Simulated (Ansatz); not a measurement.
# AlN (F-43m) in Ansatz: notebook

Runs on AlN. Level: revPBE+D4. Tasks: single point, equation of state.

Everything below comes from runs of Ansatz 0.2.0. Logs are shortened: lines on timing, memory, paths and dates and some standing lists are left out, and cuts for length are marked.

### Step 1. The structure

It takes space group F-43m (No. 216, cubic). Conventional cell: a = 4.368 Å, b = 4.368 Å, c = 4.368 Å, α = 90.00°, β = 90.00°, γ = 90.00°. Around Al (site symmetry -43m) lie 4 N at 1.89 Å. Around N (site symmetry -43m) lie 4 Al at 1.89 Å.

Measurements of this composition are mostly on another form, of space group No. 186.

### Step 2. Single point, revPBE+D4, 9.79 Å³/atom (volume scaled by 0.94)

Input file input.yaml:

```yaml
crystal:
  lattice:
    - [0.0, 2.1394097525, 2.1394097525]
    - [2.1394097525, 0.0, 2.1394097525]
    - [2.1394097525, 2.1394097525, 0.0]
  atoms:
    - { symbol: Al, position: [0.0, 0.0, 0.0] }
    - { symbol: "N", position: [0.25, 0.25, 0.25] }
hamiltonian:
  xc: revpbe
  pseudopotentials: { kind: paw }
  dispersion: d4
kpoints:
  mp_grid: { grid: [10, 10, 10] }
scf:
  occupations: { method: fermi_dirac, width: 0.05 }
output:
  forces: true
  stress: true
  eigenvalues: true
  write_density: true
  write_potential: true
  elf: true
  volumetric_format: npy
```

Potentials or basis: Ansatz PAW.

Launch:

```console
$ ansatz run input.yaml --threads 2 --pin off --max-ram 5120MiB --backend cpu --events-out ev --progress --plain --runs-dir out
```

What it wrote:

```text
Warning: RAYON_NUM_THREADS=2 ignored (pool sized by the plan → 2); use --threads N
Engine: ansatz 0.2.0, x86_64-unknown-linux-gnu
Pseudopotentials: kind: paw
Pseudopotential: Al, paw, valence charge 3, recommended cutoff 420 eV (normal), Al.paw.azcp
Pseudopotential: N, paw, valence charge 5, recommended cutoff 420 eV (normal), N.paw.azcp
Functional definition: revPBE
  parameter kappa = 1.245
  parameter beta = 0.06672455060314922
  exchange = pbe_x(kappa = kappa, mu = beta*pi^2/3)
  correlation = pbe_c(beta = beta)
Crystal: 2 atoms, lattice volume = 19.584 Å³
Basis set: ecut = 420 eV, 387 PW (Γ), exchange–correlation on 48×48×48 points (8 copies of the dense FFT grid, shifted against one another)
Bands: 8, of which v1, the nominal top of the filled ones, is band 4 counted from 1 (3 counted from 0)
Symmetry: 24 space group operations
Space group: F-43m (ITA 216), of the structure as read, at distance tolerance 2.7e-5 Å
k-points: 47 of 1000 (time reversal used)
Non-local potential: Al, projectors of the file, l = 0: 2, l = 1: 2, l = 2: 1
Non-local potential: N, projectors of the file, l = 0: 2, l = 1: 2, l = 2: 1
PAW form: soft (Blöchl's): semilocal exchange-correlation on the pseudo side does not see the compensation charge
PAW frozen core: Al, regenerated for the run's functional, and the local potential with it (the file was generated under x = pbe(κ = 0.804, μ = 0.2195149727645171), c = pbe(β = 0.06672455060314922))
PAW frozen core: N, regenerated for the run's functional, and the local potential with it (the file was generated under x = pbe(κ = 0.804, μ = 0.2195149727645171), c = pbe(β = 0.06672455060314922))
PAW one-centre angular grid: Al, 110 points (default); XC on 64 Gauss nodes
PAW one-centre angular grid: N, 110 points (default); XC on 64 Gauss nodes
Initial density: superposition of atomic densities (neutral atoms: chi_scale 0, normalization atom), corrected by the library's trained network
Initial wavefunctions: pseudopotential atomic-orbital guess
Functional: x = revpbe(κ = 1.245, μ = 0.2195149727645171), c = pbe(β = 0.06672455060314922)
SCF iter   1: F=—  HF=-928.486068 eV  |F-HF|=—  |Δ(HF+E_count)|=         —  Δρ=1.92e-3  dr2=4.96e-4  ethr=1.77e-3  ⟨swp⟩=4.6  Hψ=2719  notcnv=0
preconditioner: auto → none  [insulator: Δε(μ)=3.398 eV  Ē_g=16.095 eV  σ=0.050 eV  W_gap=1.00  n_scr=0 (ndim 8)  ℏωp=23.7 eV  f_vac=0.000  D(μ)=0.00/eV (n_scr^D=0)  ε∞_Penn≈3.2]
SCF iter   2: F=—  HF=-928.486116 eV  |F-HF|=—  |Δ(HF+E_count)|=   4.79e-5  Δρ=1.10e-3  dr2=8.60e-5  ethr=6.19e-6  ⟨swp⟩=2.3  Hψ=920  notcnv=0
SCF iter   3: F=—  HF=-928.486168 eV  |F-HF|=—  |Δ(HF+E_count)|=   5.20e-5  Δρ=3.63e-4  dr2=2.03e-5  ethr=1.08e-6  ⟨swp⟩=2.8  Hψ=563  notcnv=0
SCF iter   4: F=—  HF=-928.486172 eV  |F-HF|=—  |Δ(HF+E_count)|=   4.10e-6  Δρ=3.33e-5  dr2=1.47e-7  ethr=2.54e-7  ⟨swp⟩=2.2  Hψ=571  notcnv=0
iter 5 did not close the SCF: its close was put off for the readings that it lacked (scf_convergence_deferred on its scf_iter line)
SCF iter   5: F=-928.486172 eV  HF=-928.486172 eV  |F-HF|=7.90e-9  |Δ(HF+E_count)|=   2.42e-7  Δρ=6.88e-6  dr2=6.62e-9  ethr=1.84e-9  ⟨swp⟩=2.8  Hψ=609  notcnv=0
SCF iter   6: F=-928.486172 eV  HF=-928.486172 eV  |F-HF|=4.47e-11  |Δ(HF+E_count)|=   9.88e-9  Δρ=4.48e-7  dr2=1.56e-11  ethr=8.28e-11  ⟨swp⟩=4.2  Hψ=1690  notcnv=0
SCF 1 converged in 6 iterations: F = -928.486172 eV  dr2 = 1.56e-11
SCF converged after 6 iterations
Free energy (F): -928.486172 eV
Harris-Foulkes:  -928.486172 eV  (|F-HF|=4.47e-11)
Internal energy: -928.486172 eV  (E = F + TS)
E sigma→0 (E₀):  -928.486172 eV
Fermi energy:    9.468561 eV
--- Per-component energies (eV) ---
  E_band       = 20.467507
  E_kinetic    = 162.518704
  E_local      = -216.591579  (includes V_loc(G=0)·N_el)
  E_nonlocal   = 55.342033
  E_hartree    = 75.729805
  E_xc         = -102.925613
  E_vxc        = -109.093149  (∫ρ·V_xc dr)
  E_paw        = -598.491188  (= ΣΔE_a)
  E_vpaw       = -23.168243  (= ΣTr[D̂ρ^β])
  E_aug_tail   = 0.000098  (compensation charges beyond the density's cutoff)
  E_ewald      = -302.784566
  E_disp       = -1.255655  (pairwise vdW)
  E_core_change = -0.028211  (= ΣΔE_core)
  E_smearing   = -0.000000  (= −TS)
  E_closure    = 0.000000  (closes the sum)
  Σ components = -928.486172   (vs F -928.486172, Δ=0.00e0)
--- Forces (eV/Å), atoms counted from 1 ---
  atom   1  Al     0.00000000    -0.00000000    -0.00000000
  atom   2  N     -0.00000000     0.00000000     0.00000000
  max |Σ_I F_I| component: 2.04e-16 eV/Å
--- Stress (GPa, compression-positive) ---
       11.102989      -0.000000      -0.000000
       -0.000000      11.102989       0.000000
        0.000000       0.000000      11.102989
  P = ⅓ Tr σ = 11.1030 GPa (111.030 kbar)
--- Band table (eV; the first three rows and the last of 47) ---
  k-point 0: bands = ["-7.6408", "7.7273", "7.7273", "7.7273", "12.4802", "21.0143", "21.0143", "21.0143"]
  k-point 1: bands = ["-7.4845", "6.9148", "7.6762", "7.6762", "13.1295", "20.6210", "21.1548", "21.1548"]
  k-point 2: bands = ["-7.0390", "5.2630", "7.5472", "7.5472", "14.2622", "19.7870", "21.0078", "21.0078"]
  k-point 46: bands = ["-4.6859", "3.5407", "4.5126", "4.9924", "13.6121", "19.0911", "20.7897", "21.2832"]
```

rho_z.tsv:

```text
# z_ang	rho[e/angstrom^3]
# format = ansatz-planar-average/11
# lattice	0.000000000	2.139409753	2.139409753
# lattice	2.139409753	0.000000000	2.139409753
# lattice	2.139409753	2.139409753	0.000000000
# sites	2
# site	13	0.000000000	0.000000000	0.000000000
# site	7	1.069704876	1.069704876	1.069704876
0.000000	3.666863e-1
0.126066	4.574937e-1
0.252132	5.581009e-1
0.378198	6.536225e-1
0.504264	7.262452e-1
0.630330	7.646464e-1
[... 16 lines left out ...]
2.773450	2.343249e-1
2.899516	2.921305e-1
```

v_z.tsv:

```text
# z_ang	v_es[eV]	v_tot[eV]
# format = ansatz-planar-average/11
# xc	revpbe
# density_cutoff_ev	1680
# datasets	Al=:simpson_from_first_knot:soft:shift=656003	N=:simpson_from_first_knot:soft:shift=131900
# lattice	0.000000000	2.139409753	2.139409753
# lattice	2.139409753	0.000000000	2.139409753
# lattice	2.139409753	2.139409753	0.000000000
# sites	2
# site	13	0.000000000	0.000000000	0.000000000
# site	7	1.069704876	1.069704876	1.069704876
0.000000	2.476546e0	-9.915234e0
0.126066	1.304286e0	-1.158263e1
0.252132	-1.067179e-1	-1.332794e1
0.378198	-1.487622e0	-1.484384e1
0.504264	-2.520952e0	-1.579848e1
0.630330	-2.898058e0	-1.592835e1
[... 16 lines left out ...]
2.773450	3.572407e0	-7.435898e0
2.899516	3.227008e0	-8.520378e0
```

Wall time 5.2 s (2 threads of Intel Xeon at 2.50GHz (Skylake/Cascade Lake), shared host); peak memory 0.29 GiB.

What came out:

- Free energy: -928.4862 eV
- Pressure: 11.1 GPa
- Band gap on the k mesh: 3.38 eV, indirect (least direct gap 4.75 eV)

Caveat: the pressure holds a Pulay correction of +0.5 GPa for the finite cutoff; the PAW data sets come from PBE, with cores solved anew for the run's functional, which leaves a small shift of forces and pressure.

### Step 3. Single point, revPBE+D4, 10.00 Å³/atom (volume scaled by 0.96)

Changes to input.yaml since step 2:

```diff
@@ -2,5 +2,5 @@
   lattice:
-    - [0.0, 2.1394097525, 2.1394097525]
-    - [2.1394097525, 0.0, 2.1394097525]
-    - [2.1394097525, 2.1394097525, 0.0]
+    - [0.0, 2.1544765148, 2.1544765148]
+    - [2.1544765148, 0.0, 2.1544765148]
+    - [2.1544765148, 2.1544765148, 0.0]
   atoms:
```

Potentials or basis: Ansatz PAW.

Launch:

```console
$ ansatz run input.yaml --threads 2 --pin off --max-ram 5120MiB --backend cpu --events-out ev --progress --plain --runs-dir out
```

Run time: 4.7 s. Hardware: 2 threads of Intel Xeon at 2.50GHz (Skylake/Cascade Lake), shared host; peak memory 0.3 GiB.

Results (log left out):

```yaml
Free_energy: -928.5084 eV
Pressure: 6.1 GPa
Band_gap_on_the_k_mesh: 3.37 eV, indirect (least direct gap 4.56 eV)
```

Caveat: the pressure holds a Pulay correction of +0.5 GPa for the finite cutoff; the PAW data sets come from PBE, with cores solved anew for the run's functional, which leaves a small shift of forces and pressure.

### Step 4. Single point, revPBE+D4, 10.21 Å³/atom (volume scaled by 0.98)

Changes to input.yaml since step 3:

```diff
@@ -2,5 +2,5 @@
   lattice:
-    - [0.0, 2.1544765148, 2.1544765148]
-    - [2.1544765148, 0.0, 2.1544765148]
-    - [2.1544765148, 2.1544765148, 0.0]
+    - [0.0, 2.169335443, 2.169335443]
+    - [2.169335443, 0.0, 2.169335443]
+    - [2.169335443, 2.169335443, 0.0]
   atoms:
```

Launch:

```console
$ ansatz run input.yaml --threads 2 --pin off --max-ram 5120MiB --backend cpu --events-out ev --progress --plain --runs-dir out
```

Wall time 5.6 s (2 threads of Intel Xeon at 2.50GHz (Skylake/Cascade Lake), shared host); peak memory 0.29 GiB.

The run converged. Its results:

| Property | Result |
| --- | --- |
| Free energy | -928.5184 eV |
| Pressure | 1.6 GPa |
| Band gap on the k mesh | 3.36 eV, indirect (least direct gap 4.38 eV) |

Caveat: the pressure holds a Pulay correction of +0.5 GPa for the finite cutoff; the PAW data sets come from PBE, with cores solved anew for the run's functional, which leaves a small shift of forces and pressure.

### Step 5. Single point, revPBE+D4, 10.42 Å³/atom

Input file input.yaml:

```yaml
crystal:
  lattice:
    - [0.0, 2.1839935596, 2.1839935596]
    - [2.1839935596, 0.0, 2.1839935596]
    - [2.1839935596, 2.1839935596, 0.0]
  atoms:
    - { symbol: Al, position: [0.0, 0.0, 0.0] }
    - { symbol: "N", position: [0.25, 0.25, 0.25] }
hamiltonian:
  xc: revpbe
  pseudopotentials: { kind: paw }
  dispersion: d4
kpoints:
  mp_grid: { grid: [10, 10, 10] }
scf:
  occupations: { method: fermi_dirac, width: 0.05 }
output:
  forces: true
  stress: true
  eigenvalues: true
```

Launch:

```console
$ ansatz run input.yaml --threads 2 --pin off --max-ram 5120MiB --backend cpu --events-out ev --progress --plain --runs-dir out
```

It took 3.8 s on 2 threads of Intel Xeon at 2.50GHz (Skylake/Cascade Lake), shared host; peak memory 0.29 GiB.

Results (log left out):

```yaml
Free_energy: -928.5172 eV
Pressure: -2.5 GPa
Band_gap_on_the_k_mesh: 3.35 eV, indirect (least direct gap 4.20 eV)
```

Caveat: the pressure holds a Pulay correction of +0.5 GPa for the finite cutoff; the PAW data sets come from PBE, with cores solved anew for the run's functional, which leaves a small shift of forces and pressure.

### Step 6. Single point, revPBE+D4, 10.63 Å³/atom (volume scaled by 1.02)

Changes to input.yaml since step 5:

```diff
@@ -2,5 +2,5 @@
   lattice:
-    - [0.0, 2.1839935596, 2.1839935596]
-    - [2.1839935596, 0.0, 2.1839935596]
-    - [2.1839935596, 2.1839935596, 0.0]
+    - [0.0, 2.1984575146, 2.1984575146]
+    - [2.1984575146, 0.0, 2.1984575146]
+    - [2.1984575146, 2.1984575146, 0.0]
   atoms:
```

Potentials or basis: Ansatz PAW.

Launch:

```console
$ ansatz run input.yaml --threads 2 --pin off --max-ram 5120MiB --backend cpu --events-out ev --progress --plain --runs-dir out
```

It took 4.1 s on 2 threads of Intel Xeon at 2.50GHz (Skylake/Cascade Lake), shared host; peak memory 0.29 GiB.

The run converged. Its results:

```yaml
Free_energy: -928.5060 eV
Pressure: -6.1 GPa
Band_gap_on_the_k_mesh: 3.34 eV, indirect (least direct gap 4.03 eV)
```

Caveat: the pressure holds a Pulay correction of +0.4 GPa for the finite cutoff; the PAW data sets come from PBE, with cores solved anew for the run's functional, which leaves a small shift of forces and pressure.

### Step 7. Single point, revPBE+D4, 10.83 Å³/atom (volume scaled by 1.04)

Changes to input.yaml since step 6:

```diff
@@ -2,5 +2,5 @@
   lattice:
-    - [0.0, 2.1984575146, 2.1984575146]
-    - [2.1984575146, 0.0, 2.1984575146]
-    - [2.1984575146, 2.1984575146, 0.0]
+    - [0.0, 2.2127336128, 2.2127336128]
+    - [2.2127336128, 0.0, 2.2127336128]
+    - [2.2127336128, 2.2127336128, 0.0]
   atoms:
```

Launch:

```console
$ ansatz run input.yaml --threads 2 --pin off --max-ram 5120MiB --backend cpu --events-out ev --progress --plain --runs-dir out
```

Wall time 4 s (2 threads of Intel Xeon at 2.50GHz (Skylake/Cascade Lake), shared host); peak memory 0.29 GiB.

Results (log left out):

```yaml
Free_energy: -928.4856 eV
Pressure: -9.5 GPa
Band_gap_on_the_k_mesh: 3.33 eV, indirect (least direct gap 3.86 eV)
```

Caveat: the pressure holds a Pulay correction of +0.4 GPa for the finite cutoff; the PAW data sets come from PBE, with cores solved anew for the run's functional, which leaves a small shift of forces and pressure.

### Step 8. Single point, revPBE+D4, 11.04 Å³/atom (volume scaled by 1.06)

Changes to input.yaml since step 7:

```diff
@@ -2,5 +2,5 @@
   lattice:
-    - [0.0, 2.2127336128, 2.2127336128]
-    - [2.2127336128, 0.0, 2.2127336128]
-    - [2.2127336128, 2.2127336128, 0.0]
+    - [0.0, 2.2268278375, 2.2268278375]
+    - [2.2268278375, 0.0, 2.2268278375]
+    - [2.2268278375, 2.2268278375, 0.0]
   atoms:
```

Launch:

```console
$ ansatz run input.yaml --threads 2 --pin off --max-ram 5120MiB --backend cpu --events-out ev --progress --plain --runs-dir out
```

It took 3.5 s on 2 threads of Intel Xeon at 2.50GHz (Skylake/Cascade Lake), shared host; peak memory 0.29 GiB.

It converged, with:

| Quantity | Value |
| --- | --- |
| Free energy | -928.4569 eV |
| Pressure | -12.5 GPa |
| Band gap on the k mesh | 3.32 eV, indirect (least direct gap 3.70 eV) |

Caveat: the pressure holds a Pulay correction of +0.4 GPa for the finite cutoff; the PAW data sets come from PBE, with cores solved anew for the run's functional, which leaves a small shift of forces and pressure.

### Step 9. Equation of state, revPBE+D4

Potentials or basis: Ansatz PAW.

This step only gathers the single runs of the series.

Results:

```yaml
Equilibrium_volume: 10.29 Å³/atom
Bulk_modulus: 203 GPa
Pressure_derivative_of_the_bulk_modulus: 3.8
```

Energy against volume, from the lowest point:
```tsv
volume (Å³/atom)	energy (meV/atom)
9.792	16.13
10.001	5.02
10.209	0.00
10.417	0.61
10.626	6.23
10.834	16.42
11.042	30.79
```

Caveat: the potentials were made for another functional, which shifts forces and pressure.
